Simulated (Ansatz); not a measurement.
KCl in the zincblende structure, relaxed with r2SCAN in Ansatz 0.2.0. Space group F-43m (No. 216), cubic; a = 7.015 Å in the conventional setting, 43.14 Å³ an atom. K has 4 Cl at 3.04 Å; Cl has 4 K at 3.04 Å.

The axes x, y and z are those of this cell:
```
CELL_PARAMETERS angstrom
0.00000 3.50728 3.50728
3.50728 0.00000 3.50728
3.50728 3.50728 0.00000
ATOMIC_POSITIONS crystal
K 0.00000 0.00000 0.00000
Cl 0.25000 0.25000 0.25000
```

Unstrained: With r2SCAN the valence top lies at X and the conduction bottom at Γ, 5.351 eV higher; the smallest vertical gap, at Γ, is 5.390 eV. The HSE06 gap is indirect, 6.022 eV (U to Γ), below the direct gap of 6.059 eV at Γ. Meshes: r2SCAN 6×6×6, HSE06 4×4×4. Strains are changes of length per length, and xy shears are angles. After each strain the atoms were relaxed again with r2SCAN within the symmetry that the strain leaves, so tilts or polar shifts that break it weren't tested; points keep the names that they have in the unstrained zone. Under uniaxial strain the other axes carry as much stress as the strained one: the cell is very soft in shear and may be mechanically unstable. Values at 0 K without nuclear motion; spin polarisation is off, and the phase may be a hypothetical one.

(1) Apply uniaxial -3.75 % along z, other directions held. How far does the gap move, against the unstrained cell?

(2) Estimate what xy shear, engineering strain (angle) +3.17 % does to the gap.

(3) Apply uniaxial -0.5 % along [111], other directions held. How far does the gap move, against the unstrained cell?

(4) Order the strained cells by their HSE06 gap, smallest first.
A. uniaxial -0.5 % along [111], other directions held
B. xy shear, engineering strain (angle) +3.17 %
C. uniaxial -3.75 % along z, other directions held

## Answers

(1) r2SCAN: the gap goes from 5.351 to 5.402 eV (+0.051 eV); the edges go from X → Γ to Γ–X (0.92) → Γ. HSE06: the gap goes from 6.022 to 6.090 eV (+0.068 eV); the edges go from U → Γ to Γ–X (0.92) → Γ. The r2SCAN energy rises by 2.4 meV an atom.

(2) r2SCAN: the gap goes from 5.351 to 5.327 eV (-0.024 eV). HSE06: the gap goes from 6.022 to 5.997 eV (-0.025 eV); the edges move from U → Γ to X → Γ. The r2SCAN energy rises by 0.4 meV an atom.

(3) r2SCAN: the gap goes from 5.351 to 5.357 eV (+0.006 eV). HSE06: the gap goes from 6.022 to 6.031 eV (+0.009 eV); the edges move from U → Γ to X → Γ. The r2SCAN energy rises by 0.1 meV an atom.

(4) B (6.00 eV), A (6.03 eV), C (6.09 eV).

Where an edge lies off the special points, it is a point of the mesh or the k point where a search put PBE's edge or least direct gap, reused for the other functionals, whose own edges may lie a little apart.

The meshes of the hybrids are coarse, so their gaps aren't converged to the digits shown.
